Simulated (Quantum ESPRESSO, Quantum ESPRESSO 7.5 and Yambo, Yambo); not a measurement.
# Quasiparticle gap of LiH (Fm-3m) in Yambo

Aim: the G0W0 gap of LiH (Fm-3m) on PBE, step by step.

Main program and level: Quantum ESPRESSO 7.5 and Yambo 5.3.0; PBE and many-body steps on it, plane waves.

Report form: the programs' logs are mostly left out.

The database entry behind the starting cell differs from later determinations by our own check (the deuteride, about 0.2 % short), so it need not match the best structure at ambient conditions.

## 1. Set-up

It takes space group Fm-3m (No. 225, cubic). Conventional cell: a = 4.074 Å, b = 4.074 Å, c = 4.074 Å, α = 90.00°, β = 90.00°, γ = 90.00°. Nearest to Li lie 6 H at 2.04 Å. Nearest to H lie 6 Li at 2.04 Å. Farther neighbours are not listed.

Coordinates:

```cif
data_structure
_symmetry_space_group_name_H-M 'Fm-3m'
_symmetry_Int_Tables_number 225
_cell_length_a 4.0735
_cell_length_b 4.0735
_cell_length_c 4.0735
_cell_angle_alpha 90.000
_cell_angle_beta 90.000
_cell_angle_gamma 90.000
_cell_volume 67.59
loop_
_atom_site_label
_atom_site_type_symbol
_atom_site_symmetry_multiplicity
_atom_site_Wyckoff_symbol
_atom_site_fract_x
_atom_site_fract_y
_atom_site_fract_z
_atom_site_occupancy
Li1 Li 4 a 0.00000 0.00000 0.00000 1
H1 H 4 b 0.50000 0.00000 0.00000 1
```

The cell and positions come from the Crystallography Open Database and are kept as given unless a step says otherwise.

## 2. Ground state

This step: Quantum ESPRESSO 7.5; DFT, PBE, plane waves, norm-conserving pseudopotentials.

The ground-state density comes first.

pw.in

```
&control
  calculation = 'scf'
  prefix = 'x'
  outdir = 'o'
  pseudo_dir = 'pseudo'
/
&system
  ibrav = 0
  nat = 2
  ntyp = 2
  ecutwfc = 66.0
  nbnd = 7
  force_symmorphic = .true.
/
&electrons
  conv_thr = 1e-10
  electron_maxstep = 80
  mixing_beta = 0.5
/
ATOMIC_SPECIES
  Li 6.94 Li.upf
  H 1.008 H.upf
CELL_PARAMETERS angstrom
  0.0000000000 2.0367500000 2.0367500000
  2.0367500000 -0.0000000000 2.0367500000
  2.0367500000 2.0367500000 -0.0000000000
ATOMIC_POSITIONS crystal
  Li 0.0000000000 0.0000000000 0.0000000000
  H 0.5000000000 0.5000000000 0.5000000000
K_POINTS automatic
  8 8 8 0 0 0
```

Launch:

```
$ OMP_NUM_THREADS=1 mpirun -n 4 pw.x -nk 4 -in pw.in > pw.out
```

The job ended after 1.4 s (4 MPI ranks of Arm Neoverse V1, shared host; peak memory 0.05 GiB).

This step gave:

```yaml
total_energy: -212.7310 eV
gap: 3.022 eV
k_of_the_valence_top: 0, -0.5, -0.5
k_of_the_conduction_bottom: 0, -0.5, -0.5
least_direct_gap: 3.022 eV
```

The gap is direct, at (0.000, -0.500, -0.500).

## 3. Bands along the symmetry lines

The cheap functional maps the bands first; the places of the edges decide which points the dearer methods must see.

pw.in

```
&control
  calculation = 'bands'
  prefix = 'x'
  outdir = 'o'
  pseudo_dir = 'pseudo'
/
&system
  ibrav = 0
  nat = 2
  ntyp = 2
  ecutwfc = 66.0
  nbnd = 8
  force_symmorphic = .true.
/
&electrons
  conv_thr = 1e-9
  electron_maxstep = 80
  diago_full_acc = .true.
  diago_thr_init = 5e-6
/
ATOMIC_SPECIES
  Li 6.94 Li.upf
  H 1.008 H.upf
CELL_PARAMETERS angstrom
  0.0000000000 2.0367500000 2.0367500000
  2.0367500000 -0.0000000000 2.0367500000
  2.0367500000 2.0367500000 -0.0000000000
ATOMIC_POSITIONS crystal
  Li 0.0000000000 0.0000000000 0.0000000000
  H 0.5000000000 0.5000000000 0.5000000000
K_POINTS crystal
  50
  0.00000000 0.00000000 0.00000000 1
  0.06250000 0.00000000 0.06250000 1
  0.12500000 0.00000000 0.12500000 1
  0.18750000 0.00000000 0.18750000 1
  0.25000000 0.00000000 0.25000000 1
  0.31250000 0.00000000 0.31250000 1
  0.37500000 0.00000000 0.37500000 1
  0.43750000 0.00000000 0.43750000 1
  0.50000000 0.00000000 0.50000000 1
  0.51562500 0.03125000 0.51562500 1
  0.53125000 0.06250000 0.53125000 1
  0.54687500 0.09375000 0.54687500 1
  0.56250000 0.12500000 0.56250000 1
  0.57812500 0.15625000 0.57812500 1
  0.59375000 0.18750000 0.59375000 1
  0.60937500 0.21875000 0.60937500 1
  0.62500000 0.25000000 0.62500000 1
  0.37500000 0.37500000 0.75000000 1
  0.32812500 0.32812500 0.65625000 1
  0.28125000 0.28125000 0.56250000 1
  0.23437500 0.23437500 0.46875000 1
  0.18750000 0.18750000 0.37500000 1
  0.14062500 0.14062500 0.28125000 1
  0.09375000 0.09375000 0.18750000 1
  0.04687500 0.04687500 0.09375000 1
  0.00000000 0.00000000 0.00000000 1
  0.06250000 0.06250000 0.06250000 1
  0.12500000 0.12500000 0.12500000 1
  0.18750000 0.18750000 0.18750000 1
  0.25000000 0.25000000 0.25000000 1
  0.31250000 0.31250000 0.31250000 1
  0.37500000 0.37500000 0.37500000 1
  0.43750000 0.43750000 0.43750000 1
  0.50000000 0.50000000 0.50000000 1
  0.50000000 0.46875000 0.53125000 1
  0.50000000 0.43750000 0.56250000 1
  0.50000000 0.40625000 0.59375000 1
  0.50000000 0.37500000 0.62500000 1
  0.50000000 0.34375000 0.65625000 1
  0.50000000 0.31250000 0.68750000 1
  0.50000000 0.28125000 0.71875000 1
  0.50000000 0.25000000 0.75000000 1
  0.50000000 0.21875000 0.71875000 1
  0.50000000 0.18750000 0.68750000 1
  0.50000000 0.15625000 0.65625000 1
  0.50000000 0.12500000 0.62500000 1
  0.50000000 0.09375000 0.59375000 1
  0.50000000 0.06250000 0.56250000 1
  0.50000000 0.03125000 0.53125000 1
  0.50000000 0.00000000 0.50000000 1
```

It took 1.2 s on 4 MPI ranks; peak memory 0.05 GiB.

This step gave:

| Property | Result |
| --- | --- |
| gap | 3.022 eV |
| k of the valence top | 0.5, 0, 0.5 |
| k of the conduction bottom | 0.5, 0, 0.5 |
| least direct gap | 3.022 eV |

The gap is 3.022 eV, as in the run before at this level.

The electronic bands at the labelled points (eV, zero at the top of the highest filled band; v1 is the highest filled band, c1 the lowest empty one):

| point | v2 | v1 | c1 | c2 | c3 | c4 |
| --- | --- | --- | --- | --- | --- | --- |
| Γ | -44.30 | -5.25 | 15.48 | 17.40 | 17.40 | 17.40 |
| halfway | -44.28 | -3.75 | 10.13 | 12.73 | 12.73 | 15.96 |
| X | -44.25 | 0.00 | 3.02 | 10.59 | 10.59 | 13.70 |
| halfway | -44.25 | -0.08 | 3.30 | 8.96 | 10.86 | 15.50 |
| U | -44.25 | -0.47 | 4.13 | 7.41 | 11.68 | 15.68 |
| jump to K | -44.25 | -0.47 | 4.13 | 7.41 | 11.68 | 15.68 |
| halfway | -44.27 | -3.67 | 9.75 | 9.89 | 15.65 | 16.99 |
| Γ | -44.30 | -5.25 | 15.48 | 17.40 | 17.40 | 17.40 |
| halfway | -44.28 | -4.21 | 9.46 | 14.60 | 16.21 | 16.21 |
| L | -44.26 | -2.49 | 4.80 | 13.25 | 16.07 | 16.07 |
| halfway | -44.26 | -1.61 | 5.00 | 8.66 | 12.93 | 15.97 |
| W | -44.25 | -0.20 | 5.24 | 5.24 | 11.40 | 17.12 |
| halfway | -44.25 | -0.10 | 3.58 | 7.93 | 10.99 | 16.83 |
| X | -44.25 | 0.00 | 3.02 | 10.59 | 10.59 | 13.70 |

## 4. Empty states on the mesh, 8×8×8 mesh, 201 bands

The sums over transitions need many empty states on a uniform mesh; this step solves for them.

pw.in

```
&control
  calculation = 'nscf'
  prefix = 'x'
  outdir = 'o'
  pseudo_dir = 'pseudo'
/
&system
  ibrav = 0
  nat = 2
  ntyp = 2
  ecutwfc = 66.0
  nbnd = 201
  force_symmorphic = .true.
/
&electrons
  conv_thr = 1e-9
  electron_maxstep = 80
  diago_full_acc = .true.
  diago_thr_init = 5e-6
/
ATOMIC_SPECIES
  Li 6.94 Li.upf
  H 1.008 H.upf
CELL_PARAMETERS angstrom
  0.0000000000 2.0367500000 2.0367500000
  2.0367500000 -0.0000000000 2.0367500000
  2.0367500000 2.0367500000 -0.0000000000
ATOMIC_POSITIONS crystal
  Li 0.0000000000 0.0000000000 0.0000000000
  H 0.5000000000 0.5000000000 0.5000000000
K_POINTS automatic
  8 8 8 0 0 0
```

Run time: 18 s. Hardware: 4 MPI ranks; peak memory 0.26 GiB; 70 s of CPU time.

This step gave:

```
gap                                                           : 3.022 eV
k of the valence top                                          : 0, -0.5, -0.5
k of the conduction bottom                                    : 0, -0.5, -0.5
least direct gap                                              : 3.022 eV
k points computed                                             : 29
lowest point of the top converged band, above the valence top : 285.5624 eV
```

On this mesh the gap is 3.022 eV.

## 5. Conversion and set-up

This step: Yambo 5.3.0; conversion and set-up on PBE, plane waves, norm-conserving pseudopotentials.

The states are converted to the many-body program's format and the q mesh is built.

Launch:

```
$ (cd o/x.save; p2y > p2y.log; mv SAVE ../..); yambo > setup.log
```

The job ended after 2 s (1 MPI rank; peak memory 0.24 GiB).

## 6. Screening and self-energy, 8×8×8 mesh, 201 bands, screening to 353.7 eV

G0W0 replaces the xc potential by the self-energy, built once from these orbitals. Only a window of levels is corrected, while the sums run over the empty bands that the input names.

This step: G0W0 on PBE, plane waves, norm-conserving pseudopotentials.

gw3.in

```
HF_and_locXC
gw0
dyson
ppa
em1d
rim_cut
RandQpts= 1000000
RandGvec= 1 RL
EXXRLvcs= 66 Ry
VXCRLvcs= 264 Ry
Chimod= "HARTREE"
% BndsRnXp
 1 | 201 |
%
NGsBlkXp= 26 Ry
% LongDrXp
 1 | 1 | 1 |
%
% GbndRnge
 1 | 201 |
%
DysSolver= "n"
ExtendOut
PPAPntXp= 27.21138 eV
% QPkrange
 21 | 21 | 1 | 4 |
 1 | 1 | 1 | 4 |
%
```

Launch:

```
$ OMP_NUM_THREADS=1 mpirun -n 4 yambo -F gw3.in -J gw3 -C gw3 > gw3.log
```

Elapsed: 13 min, on 4 MPI ranks; peak memory 1.6 GiB.

This step gave:

* G0W0 gap on the points computed: 5.005 eV
* starting gap on the mesh: 3.022 eV
* k of the valence top: 0, -0.5, -0.5
* k of the conduction bottom: 0, -0.5, -0.5
* least direct G0W0 gap on the computed points: 5.005 eV
* Z at the valence top: 0.7815
* Z at the conduction bottom: 0.8194

The gap on the mesh goes from 3.02 eV to 5.01 eV, a correction of +1.98 eV.

Limits: finite bands, cutoff and mesh. v1 is the top filled band, c1 the lowest empty one. The levels before and after the correction (eV, zero at the valence-band top of each column):

```csv
,conduction bottom,valence top
Kohn-Sham,3.02,0.00
G0W0,5.01,0.00
```

```
                      level  energy (eV)
Kohn-Sham  (0 -0.5 -0.5) v2      -44.251
Kohn-Sham  (0 -0.5 -0.5) v1        0.000
Kohn-Sham  (0 -0.5 -0.5) c1        3.022
Kohn-Sham  (0 -0.5 -0.5) c2       10.588
     G0W0  (0 -0.5 -0.5) v2      -49.617
     G0W0  (0 -0.5 -0.5) v1        0.000
     G0W0  (0 -0.5 -0.5) c1        5.005
     G0W0  (0 -0.5 -0.5) c2       12.895
```

## 7. Where the time went

Times are wall times on the hardware named with each run, good to a factor of about two.

```csv
step,time,share,memory (GiB)
ground state,1.4 s,0 %,0.05
bands along the symmetry lines,1.2 s,0 %,0.05
empty states on the mesh,18 s,2 %,0.26
conversion and set-up,2 s,0 %,0.24
screening and self-energy,13 min,97 %,1.6
```

## 8. Summary of results

| Property | Result |
| --- | --- |
| PBE gap | 3.02 eV, direct |
| G0W0 gap on the mesh | 5.01 eV |
| GW settings | 8×8×8 mesh, 201 bands, screening to 353.7 eV, Godby-Needs plasmon pole |
| known limits | not at the basis limit |

G0W0 moves the gap on the mesh from 3.02 eV to 5.01 eV (+1.98 eV), with Z of 0.78 and 0.82 at the edges. Only 2 of the mesh's irreducible points were corrected, so a valley elsewhere could overtake. The dearest step here is «screening and self-energy». Bands and cutoff are finite, so the gap is not at the basis limit. The miss can reach some tenths of an eV and take either sign; the mesh is an error of its own. In the G0W0 run levels were corrected at 2 k points alone, so a gap called «on the mesh» is the least over those, and an edge elsewhere would be missed.

[Paths, hosts, dates, memory and timing lines, banners, echoed tables and standing remarks are left out of the program output.]

[Logs are printed without paths, hosts, clocks, repeated set-up lines and the standing remarks that a program may print on its own settings, such as how far it seeks lower states.]

[Runs of the session that timed out or met a known fault of the program may be left out.]

[Hosts, paths, dates, database ids (printed as entryN), source tags and the programs' standing remarks are cut or masked in the printed files.]
